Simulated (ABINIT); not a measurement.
# GaP (F-43m) in ABINIT: settings compared, part 2 of 2

ABINIT 10.8.3 (patched build). Earlier steps stand in the parts before.

## 5. Single point, LDA

run.abi

```
# Pseudopotentials
pp_dirpath "./"
pseudos "Ga.upf, P.upf"

# Structure
acell 3.8540855109 3.8540855109 3.8540855109 Angstrom
rprim
     0.0000000000     0.7071067812     0.7071067812
     0.7071067812     0.0000000000     0.7071067812
     0.7071067812     0.7071067812     0.0000000000
ntypat 2
znucl 31 15
natom 2
typat 1 2
xred
     0.0000000000     0.0000000000     0.0000000000
     0.7500000000     0.7500000000     0.7500000000

# Plane-wave basis
ecut 36.0

# k points
kptopt 1
ngkpt 6 6 6
nshiftk 1
shiftk 0.0 0.0 0.0

# Exchange and correlation
ixc 7

# Bands and occupations
nband 13
occopt 3
tsmear 0.05 eV

# SCF cycle
nstep 100
tolvrs 1.0e-10

# Output
iomode 3
prtwf 0
prtden 0
prteig 0
prtebands 0
enunit 2
prtvol 2
```

Potentials or basis: PseudoDojo NC SR LDA v0.4.1 standard.

Launch:

```
$ mpirun --bind-to none -np 4 abinit run.abi > log 2>&1
```

run.abo:

```text
.Version 10.8.3 of ABINIT
 Symmetries : space group F-4 3 m (#216); Bravais cF (face-center cubic)
================================================================================
 Values of the parameters that define the memory need of the present run
     intxc =       0    ionmov =       0      iscf =       7    lmnmax =       6
     lnmax =       6     mgfft =      40  mpssoang =       3    mqgrid =    3001
     natom =       2  nloc_mem =       1    nspden =       1   nspinor =       1
    nsppol =       1      nsym =      24    n1xccc =    2501    ntypat =       2
    occopt =       3   xclevel =       1
       mpw =        2838          nfft =       64000          nkpt =          16
================================================================================
================================================================================

--------------------------------------------------------------------------------
------------- Echo of variables that govern the present computation ------------
--------------------------------------------------------------------------------
 -outvars: echo values of preprocessed input variables --------
            acell      7.2831660814E+00  7.2831660814E+00  7.2831660814E+00 Bohr
              amu      6.97230000E+01  3.09737620E+01
             ecut      3.60000000E+01 Hartree
           enunit           2
              ixc           7
         kptrlatt        6    0    0      0    6    0      0    0    6
          kptrlen      4.36989965E+01
            natom           2
            nband          13
            ngfft          40      40      40
             nkpt          16
            nstep         100
             nsym          24
           ntypat           2
           occopt           3
           prtden           0
        prtebands           0
           prteig           0
           prtvol           2
            prtwf           0
            rprim      0.0000000000E+00  7.0710678120E-01  7.0710678120E-01
                       7.0710678120E-01  0.0000000000E+00  7.0710678120E-01
                       7.0710678120E-01  7.0710678120E-01  0.0000000000E+00
          spgroup         216
           tolvrs      1.00000000E-10
           tsmear      1.83746611E-03 Hartree
            typat      1  2
           xangst      0.0000000000E+00  0.0000000000E+00  0.0000000000E+00
                       4.0878750001E+00  4.0878750001E+00  4.0878750001E+00
            xcart      0.0000000000E+00  0.0000000000E+00  0.0000000000E+00
                       7.7249641872E+00  7.7249641872E+00  7.7249641872E+00
             xred      0.0000000000E+00  0.0000000000E+00  0.0000000000E+00
                       7.5000000000E-01  7.5000000000E-01  7.5000000000E-01
            znucl       31.00000   15.00000

================================================================================

 chkinp: Checking input parameters for consistency.

================================================================================
== DATASET  1 ==================================================================

--- !DatasetInfo
iteration_state: {dtset: 1, }
dimensions: {natom: 2, nkpt: 16, mband: 13, nsppol: 1, nspinor: 1, nspden: 1, mpw: 2838, }
cutoff_energies: {ecut:  36.0, pawecutdg:  -1.0, }
electrons: {nelect:   1.80000000E+01, charge:   0.00000000E+00, occopt:   3.00000000E+00, tsmear:   1.83746611E-03, }
meta: {optdriver: 0, ionmov: 0, optcell: 0, iscf: 7, paral_kgb: 0, }
...

 Exchange-correlation functional for the present dataset will be:
  LDA: Perdew-Wang 92 LSD fit to Ceperley-Alder data - ixc=7
  J.P.Perdew and Y.Wang, PRB 45, 13244 (1992)
[... 243 lines left out ...]
      occupation numbers for kpt#  14
   2.00000    2.00000    2.00000    2.00000    2.00000    2.00000    2.00000    2.00000
   2.00000    0.00000    0.00000    0.00000    0.00000
 kpt#  15, nband= 13, wtk=  0.11111, kpt= -0.3333  0.3333  0.1667 (reduced coord)
  -0.38827   -0.38383   -0.38317   -0.38186   -0.38118   -0.20376   -0.08335    0.01754
   0.06288    0.29460    0.31754    0.38404    0.43773
      occupation numbers for kpt#  15
   2.00000    2.00000    2.00000    2.00000    2.00000    2.00000    2.00000    2.00000
   2.00000    0.00000    0.00000    0.00000    0.00000
 kpt#  16, nband= 13, wtk=  0.05556, kpt= -0.3333  0.5000  0.1667 (reduced coord)
  -0.38867   -0.38342   -0.38289   -0.38222   -0.38099   -0.19224   -0.09143    0.02947
   0.03339    0.27821    0.28468    0.42765    0.42863
      occupation numbers for kpt#  16
   2.00000    2.00000    2.00000    2.00000    2.00000    2.00000    2.00000    2.00000
   2.00000    0.00000    0.00000    0.00000    0.00000
 Fermi (or HOMO) energy (eV) =   4.94319   Average Vxc (eV)= -10.15892
 Eigenvalues (   eV  ) for nkpt=  16  k points:
 kpt#   1, nband= 13, wtk=  0.00463, kpt=  0.0000  0.0000  0.0000 (reduced coord)
 -10.47789  -10.47789  -10.47789  -10.37981  -10.37981   -8.30311    4.21759    4.21759
   4.21759    5.81845    8.00878    8.00878    8.00878
 kpt#   2, nband= 13, wtk=  0.03704, kpt=  0.1667  0.0000  0.0000 (reduced coord)
 -10.49947  -10.47052  -10.47052  -10.38025  -10.38025   -7.94703    1.77437    3.84086
   3.84086    6.46143    8.56115    8.56115    9.09921
 kpt#   3, nband= 13, wtk=  0.03704, kpt=  0.3333  0.0000  0.0000 (reduced coord)
 -10.53710  -10.45821  -10.45821  -10.37693  -10.37693   -6.99502   -1.05893    3.30076
   3.30076    5.94366    8.94206    8.94206   11.62512
 kpt#   4, nband= 13, wtk=  0.01852, kpt=  0.5000  0.0000  0.0000 (reduced coord)
 -10.55468  -10.45398  -10.45398  -10.37301  -10.37301   -6.22046   -2.49852    3.08839
   3.08839    5.71547    8.84821    8.84821   12.27444
 kpt#   5, nband= 13, wtk=  0.02778, kpt=  0.1667  0.1667  0.0000 (reduced coord)
 -10.51280  -10.46290  -10.46290  -10.38766  -10.37489   -7.82865    1.89827    3.20151
   3.20151    6.87235    7.84644    9.54068    9.54068
 kpt#   6, nband= 13, wtk=  0.11111, kpt=  0.3333  0.1667  0.0000 (reduced coord)
 -10.54138  -10.45168  -10.44848  -10.39120  -10.37034   -7.06310   -0.28938    2.38559
[... 16 lines left out ...]
 kpt#  12, nband= 13, wtk=  0.05556, kpt= -0.3333  0.3333  0.0000 (reduced coord)
 -10.56622  -10.44076  -10.42928  -10.39128  -10.37358   -5.54728   -2.21286    0.11875
   2.25166    6.58660   10.06683   11.46998   11.75665
 kpt#  13, nband= 13, wtk=  0.01389, kpt=  0.5000  0.5000  0.0000 (reduced coord)
 -10.59035  -10.41566  -10.41356  -10.41356  -10.35846   -5.30156   -2.63589    1.51043
   1.51043    5.71943    5.89874   14.64494   14.64495
 kpt#  14, nband= 13, wtk=  0.11111, kpt=  0.5000  0.3333  0.1667 (reduced coord)
 -10.55957  -10.44432  -10.43327  -10.39418  -10.36959   -6.21123   -1.41848    0.93458
   2.14403    7.73047    8.40029    9.31694   12.17886
 kpt#  15, nband= 13, wtk=  0.11111, kpt= -0.3333  0.3333  0.1667 (reduced coord)
 -10.56525  -10.44451  -10.42665  -10.39098  -10.37256   -5.54470   -2.26801    0.47723
   1.71107    8.01657    8.64064   10.45028   11.91118
 kpt#  16, nband= 13, wtk=  0.05556, kpt= -0.3333  0.5000  0.1667 (reduced coord)
 -10.57628  -10.43345  -10.41907  -10.40074  -10.36739   -5.23124   -2.48792    0.80181
   0.90870    7.57037    7.74658   11.63704   11.66372
 Total charge density [el/Bohr^3]
)     Maximum=    1.8947E+00  at reduced coord.    0.0750    0.9000    0.9750
)Next maximum=    1.8947E+00  at reduced coord.    0.0500    0.9000    0.9750
)     Minimum=    4.1324E-05  at reduced coord.    0.0000    0.0000    0.0000
)Next minimum=    9.8091E-04  at reduced coord.    0.7500    0.7500    0.7500
   Integrated=    1.8000E+01

--- !EnergyTerms
iteration_state     : {dtset: 1, }
comment             : Components of total free energy in Hartree
kinetic             :  6.50676286252047E+01
hartree             :  2.61139111914147E+01
xc                  : -2.26334660873198E+01
Ewald energy        : -4.82388119092084E+01
psp_core            :  2.08317818426541E+00
local_psp           : -6.87721177056560E+01
non_local_psp       : -3.69681401387767E+01
internal            : -8.33478178400762E+01
'-kT*entropy'       : -8.24384191642726E-10
total_energy        : -8.33478178409006E+01
total_energy_eV     : -2.26800966402841E+03
band_energy         : -4.10805310749220E+00
...

 Cartesian components of stress tensor (hartree/bohr^3)
  sigma(1 1)=  1.30782742E-04  sigma(3 2)=  0.00000000E+00
  sigma(2 2)=  1.30782742E-04  sigma(3 1)=  0.00000000E+00
  sigma(3 3)=  1.30782742E-04  sigma(2 1)=  0.00000000E+00

-Cartesian components of stress tensor (GPa)         [Pressure= -3.8478E+00 GPa]
- sigma(1 1)=  3.84776111E+00  sigma(3 2)=  0.00000000E+00
- sigma(2 2)=  3.84776111E+00  sigma(3 1)=  0.00000000E+00
- sigma(3 3)=  3.84776111E+00  sigma(2 1)=  0.00000000E+00

== END DATASET(S) ==============================================================
================================================================================

 -outvars: echo values of variables after computation  --------
            acell      7.2831660814E+00  7.2831660814E+00  7.2831660814E+00 Bohr
           etotal     -8.3347817841E+01
            fcart      6.3823993719E-33  1.4679518555E-31  1.4679518555E-31
                      -6.3823993719E-33 -1.4679518555E-31 -1.4679518555E-31
            rprim      0.0000000000E+00  7.0710678120E-01  7.0710678120E-01
                       7.0710678120E-01  0.0000000000E+00  7.0710678120E-01
                       7.0710678120E-01  7.0710678120E-01  0.0000000000E+00
           strten      1.3078274180E-04  1.3078274180E-04  1.3078274180E-04
                       0.0000000000E+00  0.0000000000E+00  0.0000000000E+00
           xangst      0.0000000000E+00  0.0000000000E+00  0.0000000000E+00
                       4.0878750001E+00  4.0878750001E+00  4.0878750001E+00
             xred      0.0000000000E+00  0.0000000000E+00  0.0000000000E+00
                       7.5000000000E-01  7.5000000000E-01  7.5000000000E-01
 Calculation completed.
```

Wall time 7.2 s (4 MPI ranks of Arm Neoverse V1, shared host); peak memory 0.24 GiB.

What came out:

* Free energy: -2268.0097 eV
* Band gap on the k mesh: 1.50 eV, indirect (least direct gap 1.60 eV)
* Valence electrons inside the program's atomic spheres: Ga 10.85; P 2.78

Caveat: the cutoff is too short for stress, so the log's stress isn't used.

## 6. Single point, PBEsol

run.abi

```
# Pseudopotentials
pp_dirpath "./"
pseudos "Ga.upf, P.upf"

# Structure
acell 3*1.0 Angstrom
rprim
     0.0000000000     2.7252500000     2.7252500000
     2.7252500000     0.0000000000     2.7252500000
     2.7252500000     2.7252500000     0.0000000000
ntypat 2
znucl 31 15
natom 2
typat 1 2
xcart
     0.0000000000     0.0000000000     0.0000000000
     7.7249641817     7.7249641817     7.7249641817

# Plane-wave basis
ecut 36.0

# k points
kptopt 1
ngkpt 6 6 6
nshiftk 1
shiftk 0.0 0.0 0.0

# Exchange and correlation
ixc -116133

# Bands and occupations
nband 13
occopt 3
tsmear 0.00183747

# SCF cycle
nstep 100
tolvrs 1.0e-10

# Output
iomode 3
prtwf 0
prteig 0
prtebands 0
enunit 1
prtden 1
prtvha 1
prtvclmb 1
prtpot 1
prtelf 1
```

Potentials or basis: PseudoDojo NC SR PBEsol v0.4.1 standard.

Launch:

```
$ abinit run.abi > log 2>&1
```

It took 18 s on 1 thread of Arm Neoverse V2, shared host; peak memory 0.08 GiB.

Results (log left out):

| Item | Value |
| --- | --- |
| Free energy | -2266.7406 eV |
| Pressure | -1.4 GPa |
| Band gap on the k mesh | 1.51 eV, indirect (least direct gap 1.73 eV) |
| Valence electrons inside the program's atomic spheres | Ga 10.83; P 2.77 |

Levels at points of the mesh, in eV from the valence-band top:
```
           k point  band 7  band 8  band 9  band 10  band 11  band 12
(0.00, 0.00, 0.00)    0.00    0.00    0.00     1.73     3.82     3.82
(0.50, 0.00, 0.00)   -6.69   -1.13   -1.13     1.58     4.64     4.64
(0.50, 0.50, 0.00)   -6.81   -2.71   -2.71     1.51     1.71    10.52
```

## 7. Summary

```csv
task,level,potentials or basis,cell,cutoff (eV),cell freedom (optcell),optimiser (ionmov),cutoff smearing ecutsm (Ha),force stop (Ha/bohr),gap on the mesh (eV),pressure (GPa)
single point,LDA,PseudoDojo NC SR LDA v0.4.1 standard,cell relaxed,1088,-,-,-,-,1.43,0.0
relaxation of cell and atoms,PBE,PseudoDojo NC SR PBE v0.4.1 standard,relaxed,1088,2,2,0.5,2e-05,1.55,0.0
single point,PBE,PseudoDojo NC SR PBE v0.4.1 standard,cell relaxed,1088,-,-,-,-,1.55,0.0
single point,LDA,PseudoDojo NC SR LDA v0.4.1 standard,as given,980,-,-,-,-,1.50,-
single point,PBEsol,PseudoDojo NC SR PBEsol v0.4.1 standard,as given,980,-,-,-,-,1.51,-1.4
```

Alike in all rows: no spin polarisation; k mesh 6 × 6 × 6; smearing fermi-dirac 0.05 eV.

Total energies depend on the potentials used, so only differences within one code and one set of settings carry meaning.

## 8. How close it comes

Step 5. Measured gap of GaP: 2.34 eV (indirect; 10 K; quoted in “Stacking defects in GaP nanowires: Electronic structure and optical properties”, 2018, arxiv:1810.01194). This calculation gives 1.50 eV (-0.84 eV). Spin-orbit coupling on Ga is left out. The value is that of LDA on a finite k mesh, which can miss the band edges, without temperature or zero-point motion. Semilocal functionals fall short of measured gaps as a rule.

Step 6. A measured gap of GaP is 2.34 eV (indirect; 10 K; quoted in “Stacking defects in GaP nanowires: Electronic structure and optical properties”, 2018, arxiv:1810.01194); the calculated 1.51 eV misses it by -0.83 eV. Spin-orbit coupling on Ga is left out. The value is that of PBEsol on a finite k mesh, which can miss the band edges, without temperature or zero-point motion. Semilocal functionals fall short of measured gaps as a rule.
